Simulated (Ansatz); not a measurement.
## CdS (F-43m) as a strained film

```
CELL_PARAMETERS angstrom
2.91229 2.91229 0.00000
-2.91229 2.91229 0.00000
0.00000 2.91229 2.91229
ATOMIC_POSITIONS crystal
Cd 0.00000 0.00000 0.00000
S 0.75000 0.25000 0.50000
```

This cell was relaxed by PAW under PBEsol. A film on a (001) substrate is mimicked by stretching x and y by ε∥; the length along z and the atoms then relax by PAW (default files of Ansatz 0.2.0, cutoff 420 eV, stress met within about 0.05 GPa). Stress and levels come from PBEsol, all-electron LAPW in Ansatz 0.2.0, with spin-orbit coupling; k mesh 8×8×8, fixed occupations, basis error target 0.5 meV/atom. Conduction levels are in eV over the valence top, at fixed fractional wave vectors; spin-orbit pairs are averaged.

```tsv
ε∥ (%)	ε⊥ (%)	σ∥ (GPa, tension positive)	Γ	L (oblique)	X ∥ z	X ⊥ z	2nd valence level at Γ	3rd
-2.0	2.873	-0.98	0.966	2.819	3.432	3.242	-0.023	-0.181
-1.0	?	?	?	?	?	?	?	?
-0.5	0.725	-0.21	0.991	2.867	3.384	3.339	-0.016	-0.064
0.0	0.000	0.04	0.998	2.876	3.371	3.371	0.000	-0.043
0.5	-0.753	0.28	0.975	2.854	3.328	3.373	-0.030	-0.066
1.0	-1.507	0.51	0.949	2.826	3.284	3.372	-0.063	-0.097
2.0	-3.045	0.95	0.896	2.764	3.200	3.371	-0.127	-0.162
```

The last two columns are counted from the highest valence level at Γ.

Task: How does the film contract along z, and how stiff is it in the plane?

Result: Quadratic fits through the 6 rows shown have slopes dε⊥/dε∥ = -1.480 and dσ∥/dε∥ = 48.3 GPa at zero strain. Elasticity asks −2C12/C11 = -1.477 and C11 + C12 − 2C12²/C11 = 48.2 GPa, from PAW constants C11 = 74.4, C12 = 54.9 GPa. At the level of the σ∥ column the films keep up to 0.02 GPa along z against the unstrained cell, and the constants are scalar-relativistic PAW values, so part of the difference is the change of level.

Task: Fill the row at ε∥ = -1.0 %.

Result: The fits give ε⊥ = 1.453 % and σ∥ = -0.46 GPa. Computed: ε⊥ (%) = 1.449, σ∥ (GPa, tension positive) = -0.46, Γ = 0.983, L (oblique) = 2.854, X ∥ z = 3.399, X ⊥ z = 3.307, 2nd valence level at Γ = -0.021, 3rd = -0.099. The levels have a kink at zero strain, where another valence state takes the top, so one parabola doesn't fit them.

Task: How fast does the least gap among these points move on each side of zero strain?

Result: dE_g/dε∥ is 14 meV per % on the compressed side and -45 on the stretched side, so the gap falls either way. The lowest conduction level stays at Γ.

Limits of these numbers: this zinc-blende form is metastable at ambient conditions; the frozen-core PAW files of the relaxations were fitted under PBE, their cores solved anew for this functional; semilocal gaps are low, and the spacing of valleys can be off by tenths of an eV; levels are read at fixed fractional k, so an edge that moves off these points is missed.
